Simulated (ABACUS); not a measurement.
Runs of ABACUS 3.10.1 on Bi. The structure is cubic, space group Im-3m (No. 229). Conventional cell: a = 3.963 Å, b = 3.963 Å, c = 3.963 Å, α = 90.00°, β = 90.00°, γ = 90.00°. Bi (site symmetry m-3m) is surrounded by 8 Bi at 3.43 Å. This isn't the form of Bi at room conditions, which is rhombohedral.

```csv
task,level,potentials or basis,k mesh,cutoff (eV),orbital files,path,points for each segment of the path,SCF threshold on the density,eigensolver,gap on the mesh (eV),pressure (GPa),V0 of scaled cells (Å³/atom),B0 (GPa)
single point,LDA-PW92,"PseudoDojo NC SR 0.4.1 LDA stringent, plane waves",7 × 7 × 7,1211,-,-,-,1e-08,dav,none,-2.4,-,-
single point,WC,"PseudoDojo NC SR 0.4.1 PBEsol standard, plane waves",7 × 7 × 7,898,-,-,-,1e-08,dav,none,-0.7,-,-
single point,LDA,"PseudoDojo NC SR 0.4.1 LDA standard, DZP LCAO (the cutoffs set its grid)",8 × 8 × 8,1361,Bi Bi_confined-atom_8au_2s2p2d.orb,-,-,1e-07,genelpa,none,-1.7,-,-
equation of state,WC,"PseudoDojo NC SR 0.4.1 PBEsol standard, plane waves",7 × 7 × 7,898,-,-,-,1e-08,dav,-,-,30.74,(c)
equation of state,LDA,"PseudoDojo NC SR 0.4.1 LDA standard, DZP LCAO (the cutoffs set its grid)",8 × 8 × 8,1361,Bi Bi_confined-atom_8au_2s2p2d.orb,-,-,1e-07,genelpa,-,-,30.24,64
single point,LDA,"PseudoDojo NC SR 0.4.1 LDA standard, plane waves",7 × 7 × 7,966,-,-,-,1e-08,dav,none,(b),-,-
equation of state,LDA,"PseudoDojo NC SR 0.4.1 LDA standard, plane waves",7 × 7 × 7,966,-,-,-,1e-08,dav,-,-,29.89,64
equation of state,LDA-PW92,"PseudoDojo NC SR 0.4.1 LDA stringent, plane waves",7 × 7 × 7,1211,-,-,-,1e-08,dav,-,-,(a),63
```

Alike in all rows: no spin polarisation; cell as given; smearing fermi-dirac 0.05 eV.

Question: Estimate the missing entries.

Answer: (a) 29.86; (b) -2.3; (c) 60.

Caveats: spin-orbit coupling is left out, which moves the levels of the heavy elements; the potentials were made for another functional, which shifts forces and pressure (some runs); the atomic orbitals were generated for these runs and aren't a published set (some runs); the basis of atomic orbitals isn't converged, which shifts pressures, moduli and gaps (some runs).

A k mesh can miss the band edges, and the runs leave out spin-orbit coupling on Bi.

A gap of «none» marks a metal or a gap under the smearing width.

Not every run made on this cell is shown here.
